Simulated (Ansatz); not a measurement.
Convergence notes, G0W0 on CaSe (Fm-3m)

CaSe (started from an entry of an open crystallographic database), relaxed with r2SCAN; one-shot G0W0 in Ansatz without spin-orbit coupling. The values are computed, spin-unpolarised, and not measurements.

```
Ca Se
1.0
     0.00000    2.96753    2.96753
     2.96753    0.00000    2.96753
     2.96753    2.96753    0.00000
Ca Se
1 1
Direct
  0.00000 0.00000 0.00000
  0.50000 0.50000 0.50000
```

Gaps are read over the mesh points alone. G0W0 here is at a finite number of bands, screening cutoff and k mesh, not at the basis limit.

| start | potentials | frequency model | mesh | empty bands | screening cutoff (eV) | Kohn-Sham gap (eV) | G0W0 gap (eV) |
| --- | --- | --- | --- | --- | --- | --- | --- |
| PBE | PAW | contour deformation | 6×6×6 | 118 | 100 | 2.06 | 3.62 |
| PBE | PAW | contour deformation | 6×6×6 | 286 | 180 | 2.06 | 3.77 |
| PBE | PAW | contour deformation | 6×6×6 | 556 | 260 | 2.06 | 3.81 |
| HSE06 | PAW | contour deformation | 6×6×6 | 286 | 180 | 3.00 | 4.11 |
| r2SCAN | PAW | contour deformation | 6×6×6 | 286 | 180 | 2.52 | 3.98 |
| PBE0 | PAW | contour deformation | 6×6×6 | 286 | 180 | 3.68 | 4.32 |
| PBE | PAW | Godby-Needs pole | 6×6×6 | 286 | 180 | 2.06 | 3.73 |
| PBE | PAW | contour deformation | 8×8×8 | 84 | 80 | 2.06 | 3.55 |
| PBE | norm-conserving | contour deformation | 6×6×6 | 286 | 180 | 2.06 | 3.68 |

G0W0 moves the gap on the mesh from 2.06 eV (PBE) to 3.81 eV (Γ to X). Renormalisation factors Z lie between 0.74 and 0.81.

Raising bands and cutoff together moves the gap by +0.15 eV (100 to 180 eV), then +0.04 eV (180 to 260 eV); the last step is still large, so the basis limit isn't reached. Starting from HSE06 (3.00 eV against PBE's 2.06 eV) gives 4.11 eV, +0.34 eV from G0W0@PBE at the same screening cutoff. Starting from r2SCAN (2.52 eV against PBE's 2.06 eV) gives 3.98 eV, +0.21 eV from G0W0@PBE at the same screening cutoff. Starting from PBE0 (3.68 eV against PBE's 2.06 eV) gives 4.32 eV, +0.55 eV from G0W0@PBE at the same screening cutoff. The Godby-Needs plasmon pole differs from contour deformation by -0.04 eV. Norm-conserving potentials (wave cutoff 1170 eV against 420 eV) shift the quasiparticle gap by -0.09 eV and the PBE gap by 0.00 eV. r2SCAN runs take a wave cutoff of 500 eV.
